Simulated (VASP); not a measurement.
Runs of VASP 6.6.1 on InP. Symmetry: F-43m, No. 216, cubic system. The conventional cell has a = 5.861 Å, b = 5.861 Å, c = 5.861 Å, α = 90.00°, β = 90.00°, γ = 90.00°. In (site symmetry -43m) is surrounded by 4 P at 2.54 Å. P (site symmetry -43m) has 4 In at 2.54 Å as nearest neighbours. 

```tsv
task	cell	gap on the mesh (eV)	pressure (GPa)
relaxation of cell and atoms	relaxed	1.04	0.0
relaxation of the atoms	atoms relaxed	1.04	0.0
relaxation of the atoms	atoms relaxed from: a relaxed cell with its volume scaled by 1.06	(a)	-3.5
relaxation of the atoms	atoms relaxed from: a relaxed cell with its volume scaled by 0.98	(b)	1.4
relaxation of the atoms	atoms relaxed from: a relaxed cell with its volume scaled by 1.02	0.92	-1.3
relaxation of the atoms	atoms relaxed from: a relaxed cell with its volume scaled by 1.04	0.81	-2.5
relaxation of the atoms	atoms relaxed from: a relaxed cell with its volume scaled by 0.94	1.40	4.9
```

Alike in all rows: level r2SCAN; potentials or basis VASP PAW PBE potentials, release 64 (In_d, P); no spin polarisation; k mesh 8 × 8 × 8; cutoff (eV) 600; smearing gaussian 0.03 eV.

Task: Estimate the missing entries.

Result: (a) 0.70; (b) 1.16.

Caveats: the PAW data sets were made with another functional, which shifts forces and pressure a little; spin-orbit coupling is left out, which moves the levels of the heavy elements; the relaxation stopped at its first step, so nothing moved (some runs).

A k mesh can miss the band edges, and the runs leave out spin-orbit coupling on In.
